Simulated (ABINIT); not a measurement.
# NaCl (Fm-3m): G0W0 in ABINIT against the plane-wave cutoff

Wanted: the cheapest plane-wave cutoff that holds the gap of NaCl (Fm-3m).

Calculated with ABINIT 10.8.3; PBE and many-body steps on it, plane waves.

The database entry behind the starting cell differs from later determinations by our own check (an axis about 0.4 % short against later determinations), so it need not match the best structure at ambient conditions.

**1. Set-up**

It takes space group Fm-3m (No. 225, cubic). The conventional cell has a = 5.620 Å, b = 5.620 Å, c = 5.620 Å, α = 90.00°, β = 90.00°, γ = 90.00°. Nearest to Na lie 6 Cl at 2.81 Å. Cl has 6 Na at 2.81 Å nearest. Farther neighbours and most contacts between anions are not listed.

Structure file:

```cif
data_structure
_symmetry_space_group_name_H-M 'Fm-3m'
_symmetry_Int_Tables_number 225
_cell_length_a 5.6200
_cell_length_b 5.6200
_cell_length_c 5.6200
_cell_angle_alpha 90.000
_cell_angle_beta 90.000
_cell_angle_gamma 90.000
_cell_volume 177.50
loop_
_atom_site_label
_atom_site_type_symbol
_atom_site_symmetry_multiplicity
_atom_site_Wyckoff_symbol
_atom_site_fract_x
_atom_site_fract_y
_atom_site_fract_z
_atom_site_occupancy
Na1 Na 4 a 0.00000 0.00000 0.00000 1
Cl1 Cl 4 b 0.50000 0.00000 0.00000 1
```

The cell and positions come from the Crystallography Open Database and are kept as given unless a step says otherwise.

**2. Empty states on the mesh, 4×4×4 mesh, 88 bands**

This step: ABINIT 10.8.3; DFT, PBE, plane waves, norm-conserving pseudopotentials.

The sums over transitions need many empty states on a uniform mesh; this step solves for them.

The input, run.abi:

```
acell 3*1.0 Angstrom
rprim 
  0.000000000000 2.810000000000 2.810000000000
  2.810000000000 0.000000000000 2.810000000000
  2.810000000000 2.810000000000 0.000000000000
ntypat 2
znucl 11 17
natom 2
typat 1 2
xred 
  0.000000000000 0.000000000000 0.000000000000
  0.500000000000 0.500000000000 0.500000000000
pp_dirpath "pseudos"
pseudos "Na.upf, Cl.upf"
ecut 38
ngkpt 4 4 4
nshiftk 1
shiftk 0 0 0
kptopt 1
chksymbreak 0
iscf -2
irdden 1
istwfk *1
nband 88
nbdbuf 8
tolwfr 1e-09
nstep 60
prtvol 0
indata_prefix "in"
outdata_prefix "out"
tmpdata_prefix "tmp"
```

Launch:

```sh
> OMP_NUM_THREADS=1 mpirun -n 4 abinit run.abi > log
```

Numbers of over 12 decimals in the logs are rounded to 6 here.

What it wrote:

```text
.Version 10.8.3 of ABINIT. v10.8.2 released Aug 2026.

 Symmetries : space group Fm -3 m (#225); Bravais cF (face-center cubic)
[... echo of the input left out ...]
== DATASET  1 ==================================================================
-   mpi_nproc: 4, omp_nthreads: 1 (-1 if OMP is not activated)

--- !DatasetInfo
iteration_state: {dtset: 1, }
dimensions: {natom: 2, nkpt: 8, mband: 88, nsppol: 1, nspinor: 1, nspden: 1, mpw: 3383, }
cutoff_energies: {ecut:  38.0, pawecutdg:  -1.0, }
[...]
2.80427    2.88683    2.90839    2.90839    2.90839    2.91871    2.91871    2.91871
   3.02479    3.02479    3.02479    3.04581    3.10904    3.10905    3.18257    3.18592
 prteigrs : prtvol=0 or 1, do not print more k-points.

== END DATASET(S) ==============================================================
================================================================================

 -outvars: echo values of variables after computation  --------
            nband          88
             nkpt           8
          spgroup         225
 [... the other variables as echoed above ...]

 Calculation completed.
```

It took 42 s on 4 MPI ranks of Arm Neoverse N1, shared host; peak memory 0.3 GiB; 2.6 min of CPU time.

Numbers from this step:

- gap: 5.150 eV
- k of the valence top: 0, 0, 0
- k of the conduction bottom: 0, 0, 0
- least direct gap: 5.150 eV
- k points computed: 8
- lowest point of the top converged band, above the valence top: 76.1511 eV

On this mesh the gap is 5.150 eV.

The density comes from a self-consistent run that is not shown.

**3. Empty states on the mesh, 4×4×4 mesh, 30 bands**

Changes to run.abi since step 2:

```diff
@@ -14,3 +14,3 @@
 pseudos "Na.upf, Cl.upf"
-ecut 38
+ecut 23
 ngkpt 4 4 4
@@ -23,4 +23,4 @@
 istwfk *1
-nband 88
-nbdbuf 8
+nband 30
+nbdbuf 4
 tolwfr 1e-09
```

What it wrote:

```text
.Version 10.8.3 of ABINIT. v10.8.2 released Aug 2026.

 Symmetries : space group Fm -3 m (#225); Bravais cF (face-center cubic)
[... echo of the input left out ...]
== DATASET  1 ==================================================================
-   mpi_nproc: 4, omp_nthreads: 1 (-1 if OMP is not activated)

--- !DatasetInfo
iteration_state: {dtset: 1, }
dimensions: {natom: 2, nkpt: 8, mband: 30, nsppol: 1, nspinor: 1, nspden: 1, mpw: 1604, }
cutoff_energies: {ecut:  23.0, pawecutdg:  -1.0, }
[...]
0.16724    0.38652    0.38652    0.38652    0.46365    0.46365    0.52949    0.61936
   0.61936    0.61936    0.85909    0.92117    0.92117    0.92117    0.99563    0.99563
   0.99563    1.06034    1.06034    1.24792    1.24792    1.24792
 prteigrs : prtvol=0 or 1, do not print more k-points.

== END DATASET(S) ==============================================================
================================================================================

 -outvars: echo values of variables after computation  --------
            nband          30
             nkpt           8
          spgroup         225
 [... the other variables as echoed above ...]

 Calculation completed.
```

The job ended after 9.7 s (4 MPI ranks; peak memory 0.24 GiB).

Numbers from this step:

```yaml
gap: 5.076 eV
k_of_the_valence_top: 0, 0, 0
k_of_the_conduction_bottom: 0, 0, 0
least_direct_gap: 5.076 eV
k_points_computed: 8
lowest_point_of_the_top_converged_band_above_the_valence_top: 27.88 eV
```

On this mesh the gap is 5.076 eV.

**4. Empty states on the mesh, 4×4×4 mesh, 30 bands**

Changes to run.abi since step 3:

```diff
@@ -14,3 +14,3 @@
 pseudos "Na.upf, Cl.upf"
-ecut 23
+ecut 30
 ngkpt 4 4 4
```

What it wrote:

```text
.Version 10.8.3 of ABINIT. v10.8.2 released Aug 2026.

 Symmetries : space group Fm -3 m (#225); Bravais cF (face-center cubic)
[... echo of the input left out ...]
== DATASET  1 ==================================================================
-   mpi_nproc: 4, omp_nthreads: 1 (-1 if OMP is not activated)

--- !DatasetInfo
iteration_state: {dtset: 1, }
dimensions: {natom: 2, nkpt: 8, mband: 30, nsppol: 1, nspinor: 1, nspden: 1, mpw: 2397, }
cutoff_energies: {ecut:  30.0, pawecutdg:  -1.0, }
[...]
0.16918    0.38675    0.38675    0.38675    0.46349    0.46349    0.52960    0.61401
   0.61401    0.61401    0.86256    0.92176    0.92176    0.92176    0.99494    0.99494
   0.99494    1.06048    1.06048    1.24815    1.24815    1.24815
 prteigrs : prtvol=0 or 1, do not print more k-points.

== END DATASET(S) ==============================================================
================================================================================

 -outvars: echo values of variables after computation  --------
            nband          30
             nkpt           8
          spgroup         225
 [... the other variables as echoed above ...]

 Calculation completed.
```

It took 8.5 s on 4 MPI ranks; peak memory 0.25 GiB; 27 s of CPU time.

Numbers from this step:

- gap: 5.141 eV
- k of the valence top: 0, 0, 0
- k of the conduction bottom: 0, 0, 0
- least direct gap: 5.141 eV
- k points computed: 8
- lowest point of the top converged band, above the valence top: 27.90 eV

On this mesh the gap is 5.141 eV.

**5. Empty states on the mesh, 4×4×4 mesh, 30 bands**

Changes to run.abi since step 4:

```diff
@@ -14,3 +14,3 @@
 pseudos "Na.upf, Cl.upf"
-ecut 30
+ecut 48
 ngkpt 4 4 4
```

What it wrote:

```text
.Version 10.8.3 of ABINIT. v10.8.2 released Aug 2026.

 Symmetries : space group Fm -3 m (#225); Bravais cF (face-center cubic)
[... echo of the input left out ...]
== DATASET  1 ==================================================================
-   mpi_nproc: 4, omp_nthreads: 1 (-1 if OMP is not activated)

--- !DatasetInfo
iteration_state: {dtset: 1, }
dimensions: {natom: 2, nkpt: 8, mband: 30, nsppol: 1, nspinor: 1, nspden: 1, mpw: 4801, }
cutoff_energies: {ecut:  48.0, pawecutdg:  -1.0, }
[...]
0.16945    0.38671    0.38671    0.38671    0.46358    0.46358    0.52942    0.61318
   0.61318    0.61318    0.86352    0.92177    0.92177    0.92177    0.99485    0.99485
   0.99485    1.06045    1.06045    1.24825    1.24825    1.24825
 prteigrs : prtvol=0 or 1, do not print more k-points.

== END DATASET(S) ==============================================================
================================================================================

 -outvars: echo values of variables after computation  --------
            nband          30
             nkpt           8
          spgroup         225
 [... the other variables as echoed above ...]

 Calculation completed.
```

It took 12 s on 4 MPI ranks; peak memory 0.28 GiB; 43 s of CPU time.

Numbers from this step:

| Quantity | Value |
| --- | --- |
| gap | 5.150 eV |
| k of the valence top | 0, 0, 0 |
| k of the conduction bottom | 0, 0, 0 |
| least direct gap | 5.150 eV |
| k points computed | 8 |
| lowest point of the top converged band, above the valence top | 27.90 eV |

On this mesh the gap is 5.150 eV.

**6. Screening, 4×4×4 mesh, 26 bands, screening to 106.1 eV**

The RPA dielectric matrix is built and inverted for each q.

This step: RPA screening on PBE, plane waves, norm-conserving pseudopotentials.

Changes to run.abi since step 5:

```diff
@@ -14,3 +14,3 @@
 pseudos "Na.upf, Cl.upf"
-ecut 48
+ecut 23
 ngkpt 4 4 4
@@ -20,10 +20,11 @@
 chksymbreak 0
-iscf -2
-irdden 1
 istwfk *1
-nband 30
-nbdbuf 4
-tolwfr 1e-09
-nstep 60
-prtvol 0
+occopt 1
+irdwfk 1
+optdriver 3
+nband 26
+ecuteps 3.9
+inclvkb 2
+awtr 1
+symchi 1
 indata_prefix "in"
```

What it wrote:

```text
.Version 10.8.3 of ABINIT. v10.8.2 released Aug 2026.

 Symmetries : space group Fm -3 m (#225); Bravais cF (face-center cubic)
[... echo of the input left out ...]
== DATASET  1 ==================================================================
-   mpi_nproc: 4, omp_nthreads: 1 (-1 if OMP is not activated)

--- !DatasetInfo
iteration_state: {dtset: 1, }
dimensions: {natom: 2, nkpt: 8, mband: 26, nsppol: 1, nspinor: 1, nspden: 1, mpw: 1604, }
cutoff_energies: {ecut:  23.0, pawecutdg:  -1.0, }
electrons: {nelect:   1.60000000E+01, charge:   0.00000000E+00, occopt:   1.00000000E+00, tsmear:   1.00000000E-02, }

 SCREENING: Calculation of the susceptibility and dielectric matrices

 Based on a program developped by R.W. Godby, V. Olevano, G. Onida, and L. Reining.
 Incorporated in ABINIT by V. Olevano, G.-M. Rignanese, and M. Torrent.
.Using double precision arithmetic ; gwpc =  8

[... cell and pseudopotentials left out ...]
--------------------------------------------------------------------------------

 ==== K-mesh for the wavefunctions ====
 Number of points in the irreducible wedge :     8
[... list of points left out ...]
 Together with 48 symmetry operations and time-reversal symmetry
 yields    64 points in the full Brillouin Zone.

 ==== Q-mesh for the screening function ====
 Number of points in the irreducible wedge :     8
[... list of points left out ...]
 Together with 48 symmetry operations and time-reversal symmetry
 yields    64 points in the full Brillouin Zone.

 setmesh: FFT mesh size selected  =    24x   24x   24
          total number of points  =        13824

 vcoul_init : cutoff-mode = AUXILIARY_FUNCTION
 q-points for optical limit:   1
     1)      0.000010    0.000020    0.000030

- screening: taking advantage of time-reversal symmetry
- Maximum band index for partially occupied states nbvw = 8
- Remaining bands to be divided among processors   nbcw = 18
- Number of bands treated by each node ~4

 Number of electrons calculated from density =   16.0000; Expected =   16.0000
 average of density, n =  0.053429
 r_s =    1.6471
 omega_plasma =   22.2968 [eV]

 calculating chi0 at frequencies [eV] :
  1    0.000000E+00    0.000000E+00
  2    0.000000E+00    2.229681E+01

--------------------------------------------------------------------------------
  q-point number  1        q = ( 0.000000, 0.000000, 0.000000) [r.l.u.]
--------------------------------------------------------------------------------
[... chi0 elements left out ...]
 For q-point:  0.000010 0.000020 0.000030
  dielectric constant =   2.3662
  dielectric constant without local fields =   2.7845

  Average fulfillment of the sum rule on Im[epsilon] for q-point    1 :     26.03  [%]
[... wings left out ...]
  q-point number  2        q = ( 0.250000, 0.000000, 0.000000) [r.l.u.]
--------------------------------------------------------------------------------
[... chi0 elements left out ...]
  Average fulfillment of the sum rule on Im[epsilon] for q-point    2 :     42.53  [%]

 [... 6 further q-points ...]
```

Elapsed: 11 s, on 4 MPI ranks; peak memory 0.37 GiB; 28 s of CPU time.

Numbers from this step:

```yaml
eps_infinity_with_local_fields_on_this_mesh_along_the_program_s_q_direction: 2.366
the_same_without_local_fields: 2.784
plasma_frequency: 22.30 eV
plane_waves_in_the_screening_matrix: 113
```

Local fields lower ε∞ by 15 %. On a Γ-centred mesh this coarse the value itself is usually too large, while a short band sum pulls it down.

**7. 23 Ha**

This step: G0W0 on PBE, plane waves, norm-conserving pseudopotentials.

Changes to run.abi since step 6:

```diff
@@ -23,8 +23,15 @@
 irdwfk 1
-optdriver 3
+optdriver 4
 nband 26
+gwcalctyp 0
+ecutsigx 23
+symsigma 1
+nkptgw 1
+kptgw 
+  0.0000000000 0.0000000000 0.0000000000
+bdgw 
+  6 12
 ecuteps 3.9
-inclvkb 2
-awtr 1
-symchi 1
+irdscr 1
+ppmodel 1
 indata_prefix "in"
```

What it wrote:

```text
.Version 10.8.3 of ABINIT. v10.8.2 released Aug 2026.

 Symmetries : space group Fm -3 m (#225); Bravais cF (face-center cubic)
[... echo of the input left out ...]
== DATASET  1 ==================================================================
-   mpi_nproc: 4, omp_nthreads: 1 (-1 if OMP is not activated)

--- !DatasetInfo
iteration_state: {dtset: 1, }
dimensions: {natom: 2, nkpt: 8, mband: 26, nsppol: 1, nspinor: 1, nspden: 1, mpw: 1604, }
cutoff_energies: {ecut:  23.0, pawecutdg:  -1.0, }
electrons: {nelect:   1.60000000E+01, charge:   0.00000000E+00, occopt:   1.00000000E+00, tsmear:   1.00000000E-02, }

 SIGMA: Calculation of the GW corrections

 Based on a program developped by R.W. Godby, V. Olevano, G. Onida, and L. Reining.
 Incorporated in ABINIT by V. Olevano, G.-M. Rignanese, and M. Torrent.
.Using double precision arithmetic ; gwpc =  8

[... cell and pseudopotentials left out ...]
--------------------------------------------------------------------------------

 ==== K-mesh for the wavefunctions ====
 Number of points in the irreducible wedge :     8
[... list of points left out ...]
 Together with 48 symmetry operations and time-reversal symmetry
 yields    64 points in the full Brillouin Zone.

 ==== Q-mesh for screening function ====
 Number of points in the irreducible wedge :     8
[... list of points left out ...]
 Together with 48 symmetry operations and time-reversal symmetry
 yields    64 points in the full Brillouin Zone.

 vcoul_init : cutoff-mode = AUXILIARY_FUNCTION
 q-points for optical limit:   1
     1)      0.000010    0.000020    0.000030
 setmesh: FFT mesh size selected  =    36x   36x   36
          total number of points  =        46656

 Number of electrons calculated from density =   16.0000; Expected =   16.0000
 average of density, n =  0.053429
 r_s =    1.6471
 omega_plasma =   22.2968 [eV]

 === KS Band Gaps ===
  >>>> For spin  1
   Minimum direct gap =   5.0758 [eV], located at k-point      :   0.0000  0.0000  0.0000
   Fundamental gap    =   5.0758 [eV], Top of valence bands at :   0.0000  0.0000  0.0000
                                       Bottom of conduction at :   0.0000  0.0000  0.0000
 SIGMA fundamental parameters:
 PLASMON POLE MODEL  1
 number of plane-waves for SigmaX                 1591
 number of plane-waves for SigmaC and W            113
 number of plane-waves for wavefunctions          1591
 number of bands                                    26
 number of independent spin polarizations            1
 number of spinorial components                      1
 number of k-points in IBZ                           8
 number of q-points in IBZ                           8
 number of symmetry operations                      48
 number of k-points in BZ                           64
 number of q-points in BZ                           64
 number of frequencies for dSigma/dE                 9
 frequency step for dSigma/dE [eV]                0.25
 number of omega for Sigma on real axis              0
 max omega for Sigma on real axis  [eV]           0.00
 zcut for avoiding poles [eV]                     0.10

 EPSILON^-1 parameters (SCR file):
 dimension of the eps^-1 matrix on file            113
 dimension of the eps^-1 matrix used               113
 number of plane-waves for wavefunctions          1591
 number of bands                                    26
 number of q-points in IBZ                           8
 number of frequencies                               2
 number of real frequencies                          1
 number of imag frequencies                          1

 matrix elements of self-energy operator (all in [eV])

 Perturbative Calculation

--- !SelfEnergy_ee
iteration_state: {dtset: 1, }
kpoint     : [   0.000,    0.000,    0.000, ]
spin       : 1
KS_gap     :    5.076
QP_gap     :    7.861
Delta_QP_KS:    2.785
data: !SigmaeeData |
     Band     E0 <VxcDFT>   SigX SigC(E0)      Z dSigC/dE  Sig(E)    E-E0       E
        6  -0.525 -14.492 -18.919   2.581   0.815  -0.226 -15.997  -1.505  -2.030
        7  -0.525 -14.492 -18.919   2.581   0.815  -0.226 -15.997  -1.505  -2.030
        8  -0.525 -14.492 -18.919   2.581   0.815  -0.226 -15.997  -1.505  -2.030
        9   4.551  -8.196  -4.148  -2.574   0.868  -0.152  -6.916   1.280   5.830
       10  10.518  -8.388  -3.594  -2.537   0.863  -0.159  -6.441   1.947  12.465
       11  10.518  -8.388  -3.594  -2.537   0.863  -0.159  -6.441   1.947  12.465
       12  10.518  -8.388  -3.594  -2.537   0.863  -0.159  -6.441   1.947  12.465

== END DATASET(S) ==============================================================
================================================================================

 -outvars: echo values of variables after computation  --------
           etotal      0.0000000000E+00
            nband          26
             nkpt           8
          spgroup         225
 [... the other variables as echoed above ...]

 Calculation completed.
```

The job ended after 4.5 s (4 MPI ranks; peak memory 0.24 GiB).

Numbers from this step:

- G0W0 gap on the points computed: 7.860 eV
- starting gap on the mesh: 5.076 eV
- k of the valence top: 0, 0, 0
- k of the conduction bottom: 0, 0, 0
- Z at the valence top: 0.815
- Z at the conduction bottom: 0.868
- least direct G0W0 gap on the computed points: 7.860 eV

(Part 1 of 2 ends here.)

[Paths, hosts, dates, memory and timing lines, banners, echoed tables and standing remarks are left out of the program output.]

[Logs are printed without paths, hosts, clocks, repeated set-up lines and the standing remarks that a program may print on its own settings, such as how far it seeks lower states.]

[Runs of the session that timed out or met a known fault of the program may be left out.]

[Hosts, paths, dates, database ids (printed as entryN), source tags and the programs' standing remarks are cut or masked in the printed files.]

[G0W0 gaps are taken among the corrected bands and points alone; a level outside them can change the order at an edge.]

[Where Ansatz stands beside ABINIT at settings called matched, ABINIT's density can come from a denser mesh and the files from another edition; pairs whose starting gaps differed by over 0.03 eV were left out, so agreement reads better than it is.]
